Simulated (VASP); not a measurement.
InP (strained zincblende), PBE single-point calculation: Ansatz's output and VASP's

```yaml
crystal:
  lattice:
    - [0.00000, 2.86517, 2.86517]
    - [2.86517, 0.00000, 2.86517]
    - [2.86517, 2.86517, 0.00000]
  atoms:
    - { symbol: In, position: [0.00000, 0.00000, 0.00000] }
    - { symbol: P, position: [0.25000, 0.25000, 0.25000] }
```

Ansatz printed

```
SCF 1 converged in 6 iterations: F = -6353.855831 eV  dr2 = 4.83e-8
  greatest PAW one-centre occupation: 0.980 electrons in one spin orbital (limit 2), on the In atom at site 0 (counted from 0), in its partial waves of l = 2
NSCF: frozen V_eff on 6 k-points
SCF converged after 6 iterations
Free energy (F): -6353.855831 eV
Harris-Foulkes:  -6353.855831 eV  (|F-HF|=2.23e-8)
Internal energy: -6353.855831 eV  (E = F + TS)
E sigma→0 (E₀):  -6353.855831 eV
Fermi energy:    8.442611 eV
--- Per-component energies (eV) ---
  E_band       = -39.198525
  E_kinetic    = 316.112953
  E_local      = -1357.083000  (includes V_loc(G=0)·N_el)
  E_nonlocal   = 401.811643
  E_hartree    = 536.860433
  E_xc         = -277.735555
  E_vxc        = -161.388643  (∫ρ·V_xc dr)
  E_paw        = -4725.281887  (= ΣΔE_a)
  E_vpaw       = -312.379432  (= ΣTr[D̂ρ^β])
  E_aug_tail   = 0.000029  (compensation charges beyond the density's cutoff)
  E_ewald      = -1248.540447
  E_smearing   = -0.000000  (= −TS)
  E_closure    = 0.000000  (closes the sum)
  Σ components = -6353.855831   (vs F -6353.855831, Δ=0.00e0)
--- Forces (eV/Å), atoms counted from 1 ---
  atom   1  In     0.00000000    -0.00000000    -0.00000000
  atom   2  P     -0.00000000     0.00000000    -0.00000000
  max |Σ_I F_I| component: 1.11e-16 eV/Å
--- Stress (GPa, compression-positive) ---
        9.194278       0.000000      -0.000000
        0.000000       9.194278       0.000000
       -0.000000       0.000000       9.194278
  P = ⅓ Tr σ = 9.1943 GPa (91.943 kbar)
--- Band table (eV; the first three rows and the last of 29) ---
  k-point 0: bands = ["-6.4541", "-6.4541", "-6.4541", "-6.2644", "-6.2644", "-4.1130", "7.8911", "7.8911", "7.8911", "8.9722", "11.9678", "11.9678", "11.9678"]
  k-point 1: bands = ["-6.4799", "-6.4447", "-6.4447", "-6.2644", "-6.2644", "-3.9136", "6.3523", "7.6820", "7.6820", "9.8194", "12.1871", "12.2698", "12.2698"]
  k-point 2: bands = ["-6.5373", "-6.4248", "-6.4248", "-6.2612", "-6.2612", "-3.3564", "4.3093", "7.2703", "7.2703", "9.8794", "12.7137", "12.7137", "13.4009"]
  k-point 28: bands = ["-6.6467", "-6.3780", "-6.3345", "-6.2910", "-6.2460", "-1.3138", "2.0016", "4.6440", "4.6608", "12.1789", "12.5390", "13.6173", "14.0835"]
```

Datasets and cutoffs are each program's own. VASP's cell holds 18 valence electrons and Ansatz's 18. Ansatz's stress includes a Pulay correction; VASP's doesn't.

Question: What does VASP give for the same cell and level of theory?

Answer: gap between bands v and c 1.08 eV; least direct gap 1.08 eV; pressure 9.1 GPa.

From OUTCAR

```
k-points           NKPTS =     29   k-points in BZ     NKDIM =     29   number of bands    NBANDS=     16

   NELECT =      18.0000    total number of electrons

   dimension x,y,z NGX =    30 NGY =   30 NGZ =   30
   dimension x,y,z NGXF=    60 NGYF=   60 NGZF=   60

  energy-cutoff  :      520.00
  volume of cell :       47.04
      direct lattice vectors                 reciprocal lattice vectors
     0.000000000  2.865174006  2.865174006    -0.174509471  0.174509471  0.174509471
     2.865174006  0.000000000  2.865174006     0.174509471 -0.174509471  0.174509471
     2.865174006  2.865174006  0.000000000     0.174509471  0.174509471 -0.174509471

 k-points in reciprocal lattice and weights: KPOINTS created by Atomic Simulation Env
   0.00000000  0.00000000  0.00000000       0.002
   0.12500000  0.00000000  0.00000000       0.016
   0.25000000  0.00000000  0.00000000       0.016
   0.37500000  0.00000000  0.00000000       0.016
   0.50000000  0.00000000  0.00000000       0.008
   0.12500000  0.12500000  0.00000000       0.012
   0.25000000  0.12500000  0.00000000       0.047
   0.37500000  0.12500000  0.00000000       0.047
   ...

 E-fermi :   6.3420

 k-point     1 :       0.0000    0.0000    0.0000
  band No.  band energies     occupation
      1      -8.3819      2.00000
      2      -8.3819      2.00000
      3      -8.3819      2.00000
      4      -8.1926      2.00000
      5      -8.1926      2.00000
      6      -6.0434      2.00000
      7       5.9612      2.00000
      8       5.9612      2.00000
      9       5.9612      2.00000
     10       7.0394      0.00000
     11      10.0409      0.00000
     12      10.0409      0.00000
     13      10.0409      0.00000
     14      14.8651      0.00000
     15      15.5134      0.00000
     16      15.5134      0.00000

 k-point     2 :       0.1250    0.0000    0.0000
  band No.  band energies     occupation
      1      -8.4078      2.00000
      2      -8.3725      2.00000
      3      -8.3725      2.00000
      4      -8.1926      2.00000
      5      -8.1926      2.00000
      6      -5.8440      2.00000
      7       4.4217      2.00000
      8       5.7521      2.00000
      9       5.7521      2.00000
     10       7.8872      0.00000
     11      10.2589      0.00000
     12      10.3434      0.00000
     13      10.3434      0.00000
     14      14.8320      0.00000
     15      14.8320      0.00000
     16      15.6343      0.00000

 k-point     3 :       0.2500    0.0000    0.0000
  band No.  band energies     occupation
      1      -8.4651      2.00000
      2      -8.3527      2.00000
      3      -8.3527      2.00000
      4      -8.1894      2.00000
      5      -8.1894      2.00000
      6      -5.2867      2.00000
      7       2.3787      2.00000
      8       5.3404      2.00000
      9       5.3404      2.00000
     10       7.9471      0.00000
     11      10.7880      0.00000
     12      10.7880      0.00000
     13      11.4720      0.00000
     14      14.6052      0.00000
     15      14.6052      0.00000
     16      15.2428      0.00000

 k-point     4 :       0.3750    0.0000    0.0000
  band No.  band energies     occupation
      1      -8.5172      2.00000
      2      -8.3378      2.00000
      3      -8.3378      2.00000
      4      -8.1808      2.00000
      5      -8.1808      2.00000
      6      -4.5293      2.00000
      7       0.6390      2.00000
      8       5.0079      2.00000
      9       5.0079      2.00000
     10       7.7177      0.00000
     11      10.8306      0.00000
     12      10.8306      0.00000
     13      12.8112      0.00000
     14      15.1109      0.00000
     15      15.6019      0.00000
     16      15.6019      0.00000

 k-point     5 :       0.5000    0.0000    0.0000
  band No.  band energies     occupation
      1      -8.5375      2.00000
      2      -8.3334      2.00000
      3      -8.3334      2.00000
      4      -8.1754      2.00000
      5      -8.1754      2.00000
      6      -4.0818      2.00000
      7      -0.1484      2.00000
      8       4.8854      2.00000
      9       4.8854      2.00000
     10       7.6225      0.00000
     11      10.7685      0.00000
     12      10.7685      0.00000
     13      13.1792      0.00000
     14      15.7693      0.00000
     15      16.7586      0.00000
     16      16.7586      0.00000

 k-point     6 :       0.1250    0.1250    0.0000
  band No.  band energies     occupation
      1      -8.4253      2.00000
      2      -8.3635      2.00000
      3      -8.3635      2.00000
      4      -8.2006      2.00000
      5      -8.1861      2.00000
      6      -5.7788      2.00000
      7       4.4693      2.00000
      8       5.3813      2.00000
      9       5.3813      2.00000
     10       8.4480      0.00000
     11       9.3745      0.00000
     12      10.8401      0.00000
     13      10.8401      0.00000
     14      13.7876      0.00000
     15      15.6482      0.00000
     16      16.1221      0.00000

 ...

  Total        2.6760134      2.6760134      2.6760134     -0.0000000     -0.0000000      0.0000000
  in kB       91.1414348     91.1414348     91.1414348     -0.0000000     -0.0000000      0.0000000
  external PRESSURE =      91.1414348 kB  Pullay stress =       0.0000000 kB

 POSITION                                       TOTAL-FORCE (eV/Angst)
 -----------------------------------------------------------------------------------
      0.00000      0.00000      0.00000        -0.000000     -0.000000     -0.000000
      1.43259      1.43259      1.43259         0.000000      0.000000      0.000000
 -----------------------------------------------------------------------------------
    total drift:                               -0.000000     -0.000000     -0.000000

  FREE ENERGIE OF THE ION-ELECTRON SYSTEM (eV)
  ---------------------------------------------------
  free  energy   TOTEN  =        -8.2560663726 eV

  energy  without entropy=       -8.2560663725  energy(sigma->0) =       -8.25606637
```
